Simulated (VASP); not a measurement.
# SnSe (Fm-3m) in VASP: Born charges and dielectric tensor with LDA

Aim: the Born charges and dielectric tensor of SnSe with LDA.

Program: VASP 6.6.1. These are calculated values, not measurements. Logs are shortened: lines on timing, memory, paths and dates and some standing lists are left out, and cuts for length are marked.

## Step 1: Starting point

Symmetry: Fm-3m, No. 225, cubic system. The conventional cell has a = 5.901 Å, b = 5.901 Å, c = 5.901 Å, α = 90.00°, β = 90.00°, γ = 90.00°. Sn (site symmetry m-3m) has 6 Se at 2.95 Å as nearest neighbours. Around Se (site symmetry m-3m) lie 6 Sn at 2.95 Å.

Measurements of this composition are mostly on another form, of space group No. 62.

## Step 2: Born charges and dielectric tensor, LDA

INCAR

```
  PREC = Accurate
  ENCUT = 600
  EDIFF = 1E-8
  ISMEAR = 0
  SIGMA = 0.02
  LREAL = F
  LASPH = T
  NELM = 100
  ALGO = Normal
  ISIF = 2
  LWAVE = F
  LCHARG = F
  GGA = CA
  LEPSILON = T
  IBRION = 8
  NSW = 1
```

KPOINTS

```
Automatic mesh
0
Gamma
  14 14 14
```

POSCAR

```
SnSe
1.0
    0.0000000000      2.9505600000      2.9505600000
    2.9505600000      0.0000000000      2.9505600000
    2.9505600000      2.9505600000      0.0000000000
Sn Se
1 1
Direct
    0.0000000000      0.0000000000      0.0000000000
    0.5000000000      0.5000000000      0.5000000000
```

Potentials or basis: VASP PAW LDA potentials, release 64 (Sn_d, Se).

On the command line:

```sh
cat potpaw_LDA.64/Sn_d/POTCAR potpaw_LDA.64/Se/POTCAR > POTCAR
mpirun -np 1 vasp_std > vasp.out
```

OUTCAR:

```text
PREC = Accurate
   ENCUT = 600
   EDIFF = 1E-8
   ISMEAR = 0
   LREAL = F
   LASPH = T
   NELM = 100
   ISIF = 2
   GGA = CA
   LEPSILON = T
   IBRION = 8
   NSW = 1

 ion  position               nearest neighbor table
   1  0.000  0.000  0.000-   2 2.95   2 2.95   2 2.95   2 2.95   2 2.95   2 2.95
   2  0.500  0.500  0.500-   1 2.95   1 2.95   1 2.95   1 2.95   1 2.95   1 2.95

  LATTYP: Found a face centered cubic cell.
 ALAT       =     5.9011200000

  Lattice vectors:

 A1 = (   0.0000000000,   2.9505600000,   2.9505600000)
 A2 = (   2.9505600000,   0.0000000000,   2.9505600000)
 A3 = (   2.9505600000,   2.9505600000,   0.0000000000)

Analysis of symmetry for initial positions (statically):
=====================================================================
 Subroutine PRICEL returns:
 Original cell was already a primitive cell.

 Routine SETGRP: Setting up the symmetry group for a
 face centered cubic supercell.

 Subroutine GETGRP returns: Found 48 space group operations
 (whereof 48 operations were pure point group operations)
 out of a pool of 48 trial point group operations.

The static configuration has the point symmetry O_h .

Analysis of symmetry for dynamics (positions and initial velocities):
=====================================================================
 Subroutine PRICEL returns:
 Original cell was already a primitive cell.

 Routine SETGRP: Setting up the symmetry group for a
 face centered cubic supercell.

 Subroutine GETGRP returns: Found 48 space group operations
 (whereof 48 operations were pure point group operations)
 out of a pool of 48 trial point group operations.

The dynamic configuration has the point symmetry O_h .

 Subroutine INISYM returns: Found 48 space group operations
 (whereof 48 operations are pure point group operations),
 and found     1 'primitive' translations

----------------------------------------------------------------------------------------

                                     Primitive cell

  volume of cell :      51.3740

  direct lattice vectors                    reciprocal lattice vectors
     0.000000000  2.950560000  2.950560000    -0.169459357  0.169459357  0.169459357
     2.950560000  0.000000000  2.950560000     0.169459357 -0.169459357  0.169459357
     2.950560000  2.950560000  0.000000000     0.169459357  0.169459357 -0.169459357

  length of vectors
     4.172721969  4.172721969  4.172721969     0.293512216  0.293512216  0.293512216

  position of ions in fractional coordinates (direct lattice)
     0.000000000  0.000000000  0.000000000
     0.500000000  0.500000000  0.500000000

  ion indices of the primitive-cell ions
   primitive index   ion index
                 1           1
                 2           2

----------------------------------------------------------------------------------------

 KPOINTS: Automatic mesh

Automatic generation of k-mesh.
 Grid dimensions read from file:
 generate k-points for:   14   14   14

 Generating k-lattice:

  Cartesian coordinates                     Fractional coordinates (reciprocal lattice)
    -0.012104240  0.012104240  0.012104240     0.071428571  0.000000000  0.000000000
     0.012104240 -0.012104240  0.012104240     0.000000000  0.071428571  0.000000000
     0.012104240  0.012104240 -0.012104240     0.000000000  0.000000000  0.071428571

  Length of vectors
     0.020965158  0.020965158  0.020965158

  Shift w.r.t. Gamma in fractional coordinates (k-lattice)
     0.000000000  0.000000000  0.000000000

 Subroutine IBZKPT returns following result:
 ===========================================

 Found    104 irreducible k-points:

 Following reciprocal coordinates:
            Coordinates               Weight
  0.000000  0.000000  0.000000      1.000000
  0.071429  0.000000  0.000000      8.000000
  0.142857  0.000000  0.000000      8.000000
  0.214286  0.000000  0.000000      8.000000
  0.285714  0.000000  0.000000      8.000000
[... 513 lines left out ...]
     2.950560000  2.950560000  0.000000000     0.169459357  0.169459357 -0.169459357

 POSITION                                       TOTAL-FORCE (eV/Angst)
 -----------------------------------------------------------------------------------
      0.00000      0.00000      0.00000        -0.000000      0.000000     -0.000000
      2.95056      2.95056      2.95056         0.000000      0.000000      0.000000
 -----------------------------------------------------------------------------------
    total drift:                               -0.000000      0.000000      0.000000

  FREE ENERGIE OF THE ION-ELECTRON SYSTEM (eV)
  ---------------------------------------------------
  free  energy   TOTEN  =        -9.4972322421 eV

  energy  without entropy=       -9.4972322264  energy(sigma->0) =       -9.49723223

 HEAD OF MICROSCOPIC STATIC DIELECTRIC TENSOR (INDEPENDENT PARTICLE, excluding Hartree and local field effects)
 ------------------------------------------------------
         208.216776    -0.000000     0.000000
          -0.000000   208.216776     0.000000
          -0.000000    -0.000000   208.216776
 ------------------------------------------------------

 Free energy of the ion-electron system (eV)
  ---------------------------------------------------
  ---------------------------------------------------
  free energy    TOTEN  =       -29.20725843 eV

  energy without entropy =      -29.20725843

------------------------ aborting loop because EDIFF is reached ----------------------------------------

--------------------------------------- Ionic step        2  -------------------------------------------

------------------------ aborting loop because EDIFF is reached ----------------------------------------

--------------------------------------- Ionic step        3  -------------------------------------------

------------------------ aborting loop because EDIFF is reached ----------------------------------------

 PIEZOELECTRIC TENSOR FIELD DIRECTION 3  (e Angst)
 -----------------------------------------------------------------------------
     0.50730  0.00000  0.00000           ( -0.00004  0.00000  0.00000)
     0.00000  0.50730  0.00000           (  0.00000 -0.00004  0.00000)
    -0.00000  0.00000  0.04650           (  0.00000  0.00000 -0.00005)

 PIEZOELECTRIC TENSOR FIELD DIRECTION 3  (C/m^2)
 -----------------------------------------------------------------------------
     0.15821  0.00000  0.00000
     0.00000  0.15821  0.00000
    -0.00000  0.00000  0.01450

--------------------------------------- Ionic step        4  -------------------------------------------

------------------------ aborting loop because EDIFF is reached ----------------------------------------

[... ionic steps 5 to 6 ...]

--------------------------------------- Ionic step        7  -------------------------------------------

 Free energy of the ion-electron system (eV)
  ---------------------------------------------------
  ---------------------------------------------------
  free energy    TOTEN  =        -0.08379300 eV

  energy without entropy =       -0.08379300

------------------------ aborting loop because EDIFF is reached ----------------------------------------

 INTERNAL STRAIN TENSOR  FOR ION    2  DIRECTION 1   (eV/Angst):
 -----------------------------------------------------------------------------
     0.01085 -0.00000 -0.00000
     0.00000 -0.01561 -0.00000
    -0.00000 -0.00000 -0.01561

 MACROSCOPIC STATIC DIELECTRIC TENSOR (including local field effects in DFT)
 ------------------------------------------------------
         203.560850    -0.000000     0.000000
          -0.000000   203.560850    -0.000000
           0.000000    -0.000000   203.560850
 ------------------------------------------------------

 PIEZOELECTRIC TENSOR (including local field effects)  for field in x, y, z        (e  Angst)
          XX          YY          ZZ          XY          YZ          ZX
  --------------------------------------------------------------------------------
  x     0.00000     0.00000     0.00000     0.00000     0.00000     0.00000
  y     0.00000     0.00000     0.00000     0.00000     0.00000     0.00000
  z     0.00000     0.00000     0.00000     0.00000     0.00000     0.00000

 PIEZOELECTRIC TENSOR (including local field effects)  for field in x, y, z        (C/m^2)
          XX          YY          ZZ          XY          YZ          ZX
  --------------------------------------------------------------------------------
  x     0.00000     0.00000     0.00000     0.00000     0.00000     0.00000
  y     0.00000     0.00000     0.00000     0.00000     0.00000     0.00000
  z     0.00000     0.00000     0.00000     0.00000     0.00000     0.00000

 BORN EFFECTIVE CHARGES (including local field effects) (in |e|, cummulative output)
 ---------------------------------------------------------------------------------
 ion    1
    1     4.51367     0.00000     0.00000
    2     0.00000     4.51367     0.00000
    3     0.00000     0.00000     4.51367
 ion    2
    1    -4.51367     0.00000     0.00000
    2     0.00000    -4.51367     0.00000
    3     0.00000     0.00000    -4.51367

 INTERNAL STRAIN TENSOR FOR ION    2 for displacements in x,y,z  (eV/Angst):
          X           Y           Z          XY          YZ          ZX
  --------------------------------------------------------------------------------
  x     0.00000     0.00000     0.00000     0.00000     0.00000     0.00000
  y     0.00000     0.00000     0.00000     0.00000     0.00000     0.00000
  z     0.00000     0.00000     0.00000     0.00000     0.00000     0.00000

 SECOND DERIVATIVES (NOT SYMMETRIZED)
 ------------------------------------
               1X          1Y          1Z          2X          2Y          2Z
  1X    -0.194686    0.000000    0.000000    0.194686    0.000000    0.000000
  1Y     0.000000   -0.194686    0.000000    0.000000    0.194686    0.000000
  1Z     0.000000    0.000000   -0.194686    0.000000    0.000000    0.194686
  2X     0.208635    0.000000    0.000000   -0.208635    0.000000    0.000000
  2Y     0.000000    0.208635    0.000000    0.000000   -0.208635    0.000000
  2Z     0.000000    0.000000    0.208635    0.000000    0.000000   -0.208635

 Eigenvectors and eigenvalues of the dynamical matrix
 ----------------------------------------------------

   1 f  =    1.023177 THz     6.428814 2PiTHz   34.129526 cm-1     4.231520 meV
             X         Y         Z           dx          dy          dz
      0.000000  0.000000  0.000000     0.618903   -0.000000    0.000000
      2.950560  2.950560  2.950560    -0.785467    0.000000    0.000000
[... 21 lines left out ...]
   6 f/i=    0.017207 THz     0.108117 2PiTHz    0.573974 cm-1     0.071164 meV
             X         Y         Z           dx          dy          dz
      0.000000  0.000000  0.000000    -0.218728    0.754398    0.000000
      2.950560  2.950560  2.950560    -0.172345    0.594423    0.000000

--------------------------------------------------------------------------------------------------------

 MACROSCOPIC STATIC DIELECTRIC TENSOR IONIC CONTRIBUTION
 ------------------------------------------------------
         355.632999     0.000000     0.000000
           0.000000   355.632999     0.000000
           0.000000     0.000000   355.632999
 ------------------------------------------------------

 ELASTIC MODULI CONTR FROM IONIC RELAXATION (kBar)
 Direction    XX          YY          ZZ          XY          YZ          ZX
 --------------------------------------------------------------------------------
 XX           0.0000      0.0000      0.0000      0.0000      0.0000      0.0000
 YY           0.0000      0.0000      0.0000      0.0000      0.0000      0.0000
 ZZ           0.0000      0.0000      0.0000      0.0000      0.0000      0.0000
 XY           0.0000      0.0000      0.0000      0.0000      0.0000      0.0000
 YZ           0.0000      0.0000      0.0000      0.0000      0.0000      0.0000
 ZX           0.0000      0.0000      0.0000      0.0000      0.0000      0.0000
 --------------------------------------------------------------------------------

 PIEZOELECTRIC TENSOR IONIC CONTR  for field in x, y, z        (C/m^2)
          XX          YY          ZZ          XY          YZ          ZX
  --------------------------------------------------------------------------------
  x     0.00000     0.00000     0.00000     0.00000     0.00000     0.00000
  y     0.00000     0.00000     0.00000     0.00000     0.00000     0.00000
  z     0.00000     0.00000     0.00000     0.00000     0.00000     0.00000
```

Run time: 21 min. Hardware: 1 thread of Intel Xeon Platinum 8488C (Sapphire Rapids), shared host; peak memory 0.65 GiB.

Results:

```
Band gap on the k mesh                                  : 0.12 eV, direct
Electronic dielectric tensor (diagonal)                 : 203.56
Born charges (mean of the diagonal)                     : Sn +4.51; Se -4.51 e
Highest phonon frequency at Γ, LO-TO splitting left out : 34 cm⁻¹
```

Phonon frequencies in cm⁻¹ (negative: imaginary):
| q point | frequencies |
| --- | --- |
| (0.000, 0.000, 0.000) | -1 -1 -1 34 34 34 |

Electronic dielectric tensor:
```
203.56   0.00   0.00
  0.00 203.56   0.00
  0.00   0.00 203.56
```

Born effective charge tensors (e):
atom 1, Sn
```
4.51 0.00 0.00
0.00 4.51 0.00
0.00 0.00 4.51
```
atom 2, Se
```
-4.51  0.00  0.00
 0.00 -4.51  0.00
 0.00  0.00 -4.51
```

Caveat: the gap is small at this level, which inflates the dielectric constant; spin-orbit coupling is left out, which moves the levels of the heavy elements. A k mesh can miss the band edges.
